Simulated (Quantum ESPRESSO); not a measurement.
A run of Quantum ESPRESSO 7.5 is set up as follows.

Contents of pw.in:

```
&CONTROL
  calculation = 'scf'
  prefix = 'pwscf'
  outdir = './tmp'
  pseudo_dir = './pseudo'
  tprnfor = .true.
  disk_io = 'low'
/
&SYSTEM
  ibrav = 0
  celldm(1) = 8
  nat = 6
  ntyp = 2
  ecutwfc = 45
  ecutrho = 270
  nbnd = 33
  occupations = 'smearing'
  smearing = 'fd'
  degauss = 0.00367493
/
&ELECTRONS
  conv_thr = 6d-09
  electron_maxstep = 150
  mixing_beta = 0.3
  mixing_mode = 'local-TF'
/
ATOMIC_SPECIES
S     32.0600 S.GGA_PBE-JTH.UPF
Ti    47.8670 Ti.GGA_PBE-JTH.UPF
CELL_PARAMETERS alat
  0.8059683274103  -0.0000000000000   0.0000000000000
 -0.4029841637049   0.6979890461828   0.0000000000000
  0.0000000000000   0.0000000000000   5.5611096611253
ATOMIC_POSITIONS crystal
S      0.6666666667    0.3333333334    0.3185727939
Ti     0.0000000000    0.0000000000    0.3790485293
S      0.3333333333    0.6666666666    0.4395242646
S      0.6666666667    0.3333333334    0.5604757354
Ti     0.0000000000    0.0000000000    0.6209514707
S      0.3333333333    0.6666666666    0.6814272061
K_POINTS automatic
9 9 1 0 0 0
```

Contents of pp_density.in:

```
&INPUTPP
  prefix = 'pwscf'
  outdir = './tmp'
  filplot = 'density.dat'
  plot_num = 0
/
&PLOT
  nfile = 1
  filepp(1) = 'density.dat'
  iflag = 3
  output_format = 6
  fileout = 'density.cube'
/
```

pp_potential.in

```
&INPUTPP
  prefix = 'pwscf'
  outdir = './tmp'
  filplot = 'potential.dat'
  plot_num = 11
/
&PLOT
  nfile = 1
  filepp(1) = 'potential.dat'
  iflag = 3
  output_format = 6
  fileout = 'potential.cube'
/
```

Potentials or basis: JTH 2.0 PBE.

The run is started by

```console
$ OMP_NUM_THREADS=1 mpirun -n 2 pw.x -nk 2 -in pw.in > pw.out
$ OMP_NUM_THREADS=1 mpirun -n 1 pp.x -in pp_density.in > pp_density.out
$ OMP_NUM_THREADS=1 mpirun -n 1 pp.x -in pp_potential.in > pp_potential.out
```

Problem. Estimate the work function of the upper face.

Solution. 5.82 eV.

Problem. Predict the work function of the lower face.

Solution. 5.82 eV.

Problem. What does it give for the band gap on the k mesh?

Solution. None (metal or under the smearing width).

Problem. Predict the largest force.

Solution. 0.125 eV/Å.

Forces in eV/Å, atoms in the order of the input:
```
S    0.000  0.000 -0.019
Ti   0.000  0.000  0.002
S    0.000  0.000 -0.125
S    0.000  0.000  0.125
Ti   0.000  0.000 -0.002
S    0.000  0.000  0.019
```
